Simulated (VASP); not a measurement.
# Settings for MgS: self-consistent run

MgS, Fm-3m (no. 225), 2 atoms in the cell. PBE; PAW potentials S, Mg (PBE set). VASP 6.6.1.

Wanted: energy within 0.2 meV/atom; levels at the zone centre within 0.003 eV.

What the run is for: comparing ways to start; Accuracy asked: tight.

Levels at the zone centre: counted from the valence top at that point.

POSCAR:
```
MgS
1.0
    0.0000000000      2.6016500000      2.6016500000
    2.6016500000      0.0000000000      2.6016500000
    2.6016500000      2.6016500000      0.0000000000
S Mg
1 1
Direct
    0.5000000000      0.5000000000      0.5000000000
    0.0000000000      0.0000000000      0.0000000000
```

## How the run starts (with a second run first, the time holds both)

| How the run starts (with a second run first, the time holds both) | Energy less reference (meV/atom) | Levels at the zone centre, largest deviation (eV) | Time (s) |
|---|---|---|---|
| from scratch: 12 SCF iterations | 0.00 | 0.0000 | 5.1 |
| orbitals of a nearby geometry (ISTART 1): 12 + 8 SCF iterations | 0.00 | 0.0001 | 13 |
| orbitals and density of a nearby geometry: 12 + 9 SCF iterations | 0.00 | 0.0001 | 14 |
| density of a nearby geometry (ICHARG 1): 12 + 12 SCF iterations | 0.00 | 0.0001 | 13 |
| orbitals in the old basis (ISTART 2), symmetry off: 12 + 7 SCF iterations | 0.02 | 0.0003 | 39 |

Chosen: from scratch: 12 SCF iterations; no other choice that stays within half of the tolerance saves 30 % of the time.

The chosen settings are those of the reference run.

Values of the reference run: Levels at the zone centre: 0, 0, 3.71 eV from the valence top at Gamma.

## The input

INCAR:
```
  GGA = PE
  ISMEAR = 0
  SIGMA = 0.03
  LWAVE = False
  LCHARG = False
  ISIF = 2
  PREC = Accurate
  LASPH = True
  LREAL = False
  ALGO = Normal
  EDIFF = 1E-6
  NELM = 120
  GGA_COMPAT = False
  ENCUT = 400
  EFERMI = MIDGAP
```

KPOINTS:
```
k-points
0
Gamma
  8 8 8
```

Commands:
```
cat potpaw_PBE.64/S/POTCAR potpaw_PBE.64/Mg/POTCAR > POTCAR
mpirun -np 1 vasp_std > vasp.out
```

The chosen input took VASP 6.6.1 5.1 s on 1 core (Intel Xeon Platinum 8259CL @ 2.50GHz (Skylake/Cascade Lake)), a shared host.

## An input that fails: restart asked without its files

VASP's message: ERROR: charge density could not be read from file CHGCAR for ICHARG>10.

Changes against the starting input:
```
- NELM = 120
+ NELM = 60
+ ICHARG = 11
```
